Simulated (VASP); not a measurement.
Here is a VASP 6.6.1 calculation.

The input INCAR:

```
PREC     = Accurate       # precision mode
ENCUT    = 600            # plane-wave cutoff, eV
EDIFF    = 1E-6           # SCF threshold, eV
ISMEAR   = 0              # smearing method
SIGMA    = 0.03           # smearing width, eV
LREAL    = F              # projectors in reciprocal space
LASPH    = T              # aspherical terms in the spheres
NELM     = 80             # most SCF steps
ALGO     = Normal         # electronic algorithm
ISIF     = 3              # what is computed and relaxed
LWAVE    = F              # write WAVECAR
LCHARG   = F              # write CHGCAR
GGA      = PS             # functional
IBRION   = 2              # ionic algorithm
NSW      = 90             # ionic steps
EDIFFG   = -0.01          # ionic threshold
```

File KPOINTS:

```
Automatic mesh
0
Gamma
  8 8 8
```

The input POSCAR:

```
SrCl2
1.0
    0.0000000000      3.4883500000      3.4883500000
    3.4883500000      0.0000000000      3.4883500000
    3.4883500000      3.4883500000      0.0000000000
Sr Cl
1 2
Direct
    0.0000000000      0.0000000000      0.0000000000
    0.2500000000      0.2500000000      0.2500000000
    0.7500000000      0.7500000000      0.7500000000
```

Potentials or basis: VASP PAW PBE potentials, release 64 (Sr_sv, Cl).

Launch:

```console
$ cat potpaw_PBE.64/Sr_sv/POTCAR potpaw_PBE.64/Cl/POTCAR > POTCAR
$ mpirun -np 1 vasp_std > vasp.out
```

**Question.** Estimate the space group after relaxing (to 0.05 Å).

**Answer.** Fm-3m (No. 225).

**Question.** Estimate the relaxed volume.

**Answer.** 27.60 Å³/atom.

**Question.** What does it give for the band gap on the k mesh?

**Answer.** 5.23 eV, indirect (least direct gap 5.34 eV).

Step by step:
| step | energy change (eV) | largest force (eV/Å) | pressure (GPa) | volume (Å³) |
| --- | --- | --- | --- | --- |
| 1 | 0.0000 | 0.0000 | -0.90 | 84.90 |
| 2 | -0.0060 | 0.0000 | -0.07 | 82.95 |
| 3 | -0.0060 | 0.0000 | 0.00 | 82.80 |

Caveat: the PAW data sets were made with another functional, which shifts forces and pressure a little. A k mesh can miss the band edges.
